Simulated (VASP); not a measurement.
# Pt (P6_3/mmc) in VASP: single point with HSE06

Aim: the single point of Pt with HSE06.

All numbers are computed with VASP 6.6.1; they aren't measurements. Logs are shortened: lines on timing, memory, paths and dates and some standing lists are left out, and cuts for length are marked.

**1. The crystal as given**

Symmetry: P6_3/mmc, No. 194, hexagonal system. Conventional cell: a = 2.725 Å, b = 2.725 Å, c = 4.701 Å, α = 90.00°, β = 90.00°, γ = 120.00°. Around Pt (site symmetry -6m2) lie 12 Pt at 2.73 to 2.83 Å.

This isn't the form of Pt at room conditions, which is fcc.

**2. Single point, HSE06**

Contents of POSCAR:

```
Pt
1.0
    2.7252600000      0.0000000000      0.0000000000
   -1.3626300000      2.3601500000      0.0000000000
    0.0000000000      0.0000000000      4.7007800000
Pt
2
Direct
    0.3333300000      0.6666700000      0.2500000000
    0.6666700000      0.3333300000      0.7500000000
```

Contents of INCAR.step1:

```
SYSTEM = Pt
PREC = Accurate
ENCUT = 520
EDIFF = 1E-5
ISMEAR = 0
SIGMA = 0.1
LREAL = .False.
LASPH = .True.
NELM = 60
ALGO = Normal
ISIF = 2
LWAVE = .True.
GGA = PE
```

Contents of INCAR.step2:

```
SYSTEM = Pt
PREC = Accurate
ENCUT = 520
EDIFF = 1E-7
ISMEAR = 0
SIGMA = 0.1
LREAL = .False.
LASPH = .True.
NELM = 60
ALGO = Normal
ISIF = 2
LWAVE = .False.
LCHARG = .True.
GGA = PE
LHFCALC = .True.
HFSCREEN = 0.2
PRECFOCK = Fast
LELF = .True.
LVHAR = .True.
ISTART = 1
```

Contents of KPOINTS:

```
Automatic mesh
0
Gamma
  9 9 4
  0 0 0
```

Potentials or basis: VASP PAW PBE potentials, release 64 (Pt).

The run is started by

```
$ cat potpaw_PBE.64/Pt/POTCAR > POTCAR
$ cp INCAR.step1 INCAR
$ mpirun -np 1 vasp_std > vasp.out
$ cp INCAR.step2 INCAR
$ mpirun -np 1 vasp_std > vasp.out
```

OUTCAR:

```text
SYSTEM = Pt
   PREC = Accurate
   ENCUT = 520
   EDIFF = 1E-7
   ISMEAR = 0
   LREAL = .False.
   LASPH = .True.
   NELM = 60
   ISIF = 2
   GGA = PE
   LHFCALC = .True.
   HFSCREEN = 0.2
   PRECFOCK = Fast
   ISTART = 1

 ion  position               nearest neighbor table
   1  0.333  0.667  0.250-   2 2.83   2 2.83   2 2.83   2 2.83   2 2.83   2 2.83
   2  0.667  0.333  0.750-   1 2.83   1 2.83   1 2.83   1 2.83   1 2.83   1 2.83

  LATTYP: Found a hexagonal cell.
 ALAT       =     2.7252600000
 C/A-ratio  =     1.7248923039

  Lattice vectors:

 A1 = (   2.7252600000,   0.0000000000,   0.0000000000)
 A2 = (  -1.3626300000,   2.3601500000,   0.0000000000)
 A3 = (   0.0000000000,   0.0000000000,   4.7007800000)

Analysis of symmetry for initial positions (statically):
=====================================================================
 Subroutine PRICEL returns:
 Original cell was already a primitive cell.

 Routine SETGRP: Setting up the symmetry group for a
 hexagonal supercell.

 Subroutine GETGRP returns: Found  8 space group operations
 (whereof  4 operations were pure point group operations)
 out of a pool of 24 trial point group operations.

The static configuration has the point symmetry C_2h.
 The point group associated with its full space group is D_2h.

Analysis of symmetry for dynamics (positions and initial velocities):
=====================================================================
 Subroutine PRICEL returns:
 Original cell was already a primitive cell.

 Routine SETGRP: Setting up the symmetry group for a
 hexagonal supercell.

 Subroutine GETGRP returns: Found  8 space group operations
 (whereof  4 operations were pure point group operations)
 out of a pool of 24 trial point group operations.

The dynamic configuration has the point symmetry C_2h.
 The point group associated with its full space group is D_2h.

 Subroutine INISYM returns: Found  8 space group operations
 (whereof  4 operations are pure point group operations),
 and found     1 'primitive' translations

----------------------------------------------------------------------------------------

                                     Primitive cell

  volume of cell :      30.2355

  direct lattice vectors                    reciprocal lattice vectors
     2.725260000  0.000000000  0.000000000     0.366937467  0.211850942  0.000000000
[... 105 lines left out ...]
     AMIX     =   0.40;   BMIX     =  1.00
     AMIX_MAG =   1.60;   BMIX_MAG =  1.00
  volume/ion in A,a.u.               =      15.12       102.02
  Fermi-wavevector in a.u.,A,eV,Ry     =   1.426414  2.695532 27.683198  2.034658
  Thomas-Fermi vector in A             =   2.546694
   LORBIT       =      0    0 simple, 1 ext, 2 COOP (PROOUT), +10 PAW based schemes
   GGA     = PE    functional components
   LHFCALC =     T    Hartree Fock is set to
   PRECFOCK=fast      Normal, Fast or Accurate (Low or Medium for compatibility)
   ENCUT4O =  -1.0   cutoff for four orbital integrals eV
   NKREDX  =     1    reduce k-point grid by
   NKREDY  =     1    reduce k-point grid by
   NKREDZ  =     1    reduce k-point grid by
   AEXX    =    0.2500 exact exchange contribution
   HFSCREEN=    0.2000 screening length (either q_TF or 0.3 A-1)
   HFSCREENC=   0.2000 screening length for correlation (either q_TF or 0.3 A-1)
   ENCUTFOCK=  -1.0 apply spherical cutoff to Coloumb kernel
   IVDW    =     0    specifies the selected vdW correction
   LEPSILON=     F    determine dielectric tensor
   LRPA    =     F    only Hartree local field effects (RPA)
 non-spin polarized calculation
 Gauss-broadening in eV      SIGMA  =   0.10
  energy-cutoff  :      520.00
  volume of cell :       30.24
 maximum number of plane-waves:       829
  NGX = 12; NGY = 12; NGZ = 20

 number of electron      19.9999999 magnetization

 Free energy of the ion-electron system (eV)
  ---------------------------------------------------
  ext. energy  EPLUGINS =         0.00000000
  ---------------------------------------------------
  free energy    TOTEN  =       -13.73029891 eV

  energy without entropy =      -13.71184471  energy(sigma->0) =      -13.72107181

 E-fermi :  10.5746     XC(G=0): -10.9408

 val. band max:       10.5509900988   @ k =   0.4444   0.1111   0.0000
 cond. band min:      10.6152004342   @ k =  -0.3333   0.2222   0.5000
 fundamental gap:      0.0642103354
 Fermi energy:        10.5746247422

 k-point     1 :       0.0000    0.0000    0.0000
  band No.  band energies     occupation
      1      -0.3499      2.00000
      2       2.3667      2.00000
      3       5.8011      2.00000
      4       6.3280      2.00000
      5       6.3280      2.00000
      6       6.7581      2.00000
      7       6.7581      2.00000
      8       7.9699      2.00000
      9       7.9700      2.00000
     10       9.9087      2.00000
     11       9.9936      2.00000
     12       9.9938      2.00000
     13      16.8093      0.00000
     14      26.9841      0.00000
[... 377 lines left out ...]
      1       3.8906      2.00000
      2       4.2703      2.00000
      3       4.4251      2.00000
      4       5.9043      2.00000
      5       5.9138      2.00000
      6       6.3693      2.00000
      7       7.1974      2.00000
      8       9.2635      2.00000
      9       9.5663      2.00000
     10      10.5358      1.41673
     11      14.4513      0.00000
     12      17.0589      0.00000
     13      19.2858      0.00000
     14      20.7991      0.00000

 [... further k-points ...]

------------------------ aborting loop because EDIFF is reached ----------------------------------------

  FORCE on cell =-STRESS in cart. coord.  units (eV):
  Direction    XX          YY          ZZ          XY          YZ          ZX
  --------------------------------------------------------------------------------------
  -------------------------------------------------------------------------------------
  Total        0.2078639      0.2045045      1.0386831     -0.0029102      0.0000000      0.0000000
  in kB       11.0146886     10.8366756     55.0397121     -0.1542088      0.0000000      0.0000000
  external PRESSURE =      25.6303587 kB  Pullay stress =       0.0000000 kB

 VOLUME and BASIS-vectors are now :
 -----------------------------------------------------------------------------
  energy-cutoff  :      520.00
  volume of cell :       30.24
      direct lattice vectors                 reciprocal lattice vectors
     2.725260000  0.000000000  0.000000000     0.366937467  0.211850942  0.000000000
    -1.362630000  2.360150000  0.000000000     0.000000000  0.423701883  0.000000000
     0.000000000  0.000000000  4.700780000     0.000000000  0.000000000  0.212730653

 POSITION                                       TOTAL-FORCE (eV/Angst)
 -----------------------------------------------------------------------------------
     -0.00001      1.57344      1.17519        -0.000066      0.000038      0.000000
      1.36264      0.78671      3.52558         0.000066     -0.000038     -0.000000
 -----------------------------------------------------------------------------------
    total drift:                                0.000000      0.000000      0.000000

  FREE ENERGIE OF THE ION-ELECTRON SYSTEM (eV)
  ---------------------------------------------------
  free  energy   TOTEN  =       -13.7302989137 eV

  energy  without entropy=      -13.7118447117  energy(sigma->0) =      -13.72107181
```

It took 2.7 h on 1 thread of Intel Xeon Platinum 8259CL at 2.50GHz (Skylake/Cascade Lake), shared host; peak memory 0.28 GiB.

What came out:

```yaml
Free_energy: -13.7303 eV
Pressure: 2.6 GPa
Band_gap_on_the_k_mesh: none (metal or under the smearing width)
```

Stress tensor (GPa, compression positive):
```
 1.10 -0.02  0.00
-0.02  1.08  0.00
 0.00  0.00  5.50
```

Levels at points of the mesh, in eV from the Fermi level:
```
           k point  band 7  band 8  band 9  band 10  band 11  band 12  band 13  band 14
(0.00, 0.00, 0.00)   -3.82   -2.60   -2.60    -0.67    -0.58    -0.58     6.23    16.41
(0.00, 0.00, 0.50)   -4.26   -4.26   -1.32    -1.32    -1.32    -1.32    13.78    13.78
```

Caveat: the PAW data sets were made with another functional, which shifts forces and pressure a little.
